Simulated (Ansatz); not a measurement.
**What pressure 60 GPa does to LaAlO3**

Take LaAlO3 (space group R-3c, No. 167; a = 5.4124 Å, c = 13.1925 Å (hexagonal axes)) as the base.

It is then changed as follows: a hydrostatic pressure of 60 GPa.

Method: Kohn–Sham DFT with the PBE functional, run in Ansatz (a first-principles code) with PAW and 420 eV plane waves, no SOC, earlier PAW set. Settings: 8×8×8 k-points, 0.05 eV Fermi–Dirac smearing.

| quantity | base | changed | shift |
|---|---|---|---|
| volume per atom | 11.16 Å³ | 9.04 Å³ | -2.114 Å³ |
| density | 6.37 g/cm³ | 7.86 g/cm³ | +1.49 g/cm³ |
| shortest interatomic distance | 1.922 Å | 1.781 Å | -0.141 Å |
| enthalpy H = E + PV relative to the base's energy | – | +3.71 eV/atom | – |
| band gap | 4.02 eV | 3.71 eV | -0.31 eV |
| gap character | – | direct at Γ | – |

Final structure:

```xyz
10
Lattice="2.5190 1.4543 4.1135 -2.5190 1.4543 4.1135 0.0000 -2.9087 4.1135" Properties=species:S:1:pos:R:3 pbc="T T T"
La     0.0000     0.0000     3.0852
La     0.0000     0.0000     9.2555
Al     0.0000     0.0000     0.0000
Al     0.0000     0.0000     6.1703
O      0.0008     1.4543     7.1987
O     -1.2599    -0.7265     7.1987
O      1.2591    -0.7279     7.1987
O     -0.0008    -1.4543     5.1419
O      1.2599     0.7265     5.1419
O     -1.2591     0.7279     5.1419
```

Load acts through the strain it causes; cell and atoms are relaxed under it. No phonon test of stability was made. Competing high-pressure phases were not computed. Along this pressure series the structure jumps between pressure 30 GPa and pressure 45 GPa; cells beyond that are another form of it. Labels are those of the standard path for the cell's own space group.
